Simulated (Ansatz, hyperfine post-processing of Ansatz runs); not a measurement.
# Li3VP2O8: isotropic lines and sites in a paramagnetic 7Li spectrum

Calculated values: DFT, PBEsol+U, plane-wave PAW, default files (PAW set soft_2), collinear spin, scalar-relativistic (Ansatz), contact and point-dipole shifts scaled to 298 K with Θ = 0 K (a pure Curie law); spin-only moments, above the ordering temperature.

```xyz
28
Lattice="4.9324 0.0000 0.0000 0.0000 8.8657 0.0000 -4.4457 0.0000 6.4846" Properties=species:S:1:pos:R:3 pbc="T T T"
V     2.4662    0.0000    0.0000
V     0.2433    4.4329    3.2423
P     0.5246    7.2570    5.0713
P    -2.2608    2.8241    4.6556
P     2.7474    6.0416    1.8290
P    -0.0379    1.6088    1.4133
O    -2.4431    1.2789    4.8270
O     1.0369    8.0044    3.8502
O     1.2330    5.7006    2.0382
O    -3.5959    7.6802    6.3414
O     1.4765    1.2677    1.2042
O     1.8597    3.2474    3.3855
O    -2.7731    3.5716    5.8767
O     0.7069    5.7118    4.8999
O     2.9297    7.5868    1.6576
O     3.2597    5.2941    0.6079
O    -1.3730    5.6184    3.0991
O    -0.2202    3.1540    1.5847
O     4.0825    1.1855    0.1432
O    -0.7463    3.1652    4.4465
O    -0.5502    0.8613    2.6344
O    -0.9899    7.5980    5.2805
Li    0.2298    7.6430    2.0639
Li    2.4797    3.2101    1.1784
Li   -2.2229    0.0000    3.2423
Li   -1.9931    5.6556    5.3062
Li    0.0000    4.4329    0.0000
Li    0.2569    1.2228    4.4207
```

7Li MAS at 7.05 T (116.7 MHz), 40 kHz, 298 K; contact and dipolar shift alone, no orbital or quadrupolar part; lines under 1.5 % of the strongest are left out. NMR lines, with heights relative to the strongest:

```
position (ppm)  intensity
        -326.0        5.3
        -314.1        7.6
          16.9        100
          28.8         41
         359.8        5.0
         371.6        5.0
         714.5        1.7
```

**Question.** Which lines are isotropic ones rather than spinning sidebands, and which Li atoms give them?

Sidebands are spaced by 343 ppm (the spinning rate over the resonance of 116.7 MHz). An isotropic line need not be the tallest: it is the area-weighted centre of its own family of sidebands, and the one that stays put when the rate is changed. Isotropic shifts: 17 ppm for atom 23 and the 3 atoms equivalent to it (3 V through links of 99° (1) and 109° (2)), reduced anisotropy 267 ppm; 29 ppm for atom 25 and the 1 atom equivalent to it (2 V through links of 102° (2)), reduced anisotropy 493 ppm. The families' total areas stand as 2:1, which settles the match.

[Logs are printed without paths, hosts, clocks, repeated set-up lines and the standing remarks that a program may print on its own settings, such as how far it seeks lower states.]

[Hosts, paths, dates, database ids (printed as entryN), source tags and the programs' standing remarks are cut or masked in the printed files.]
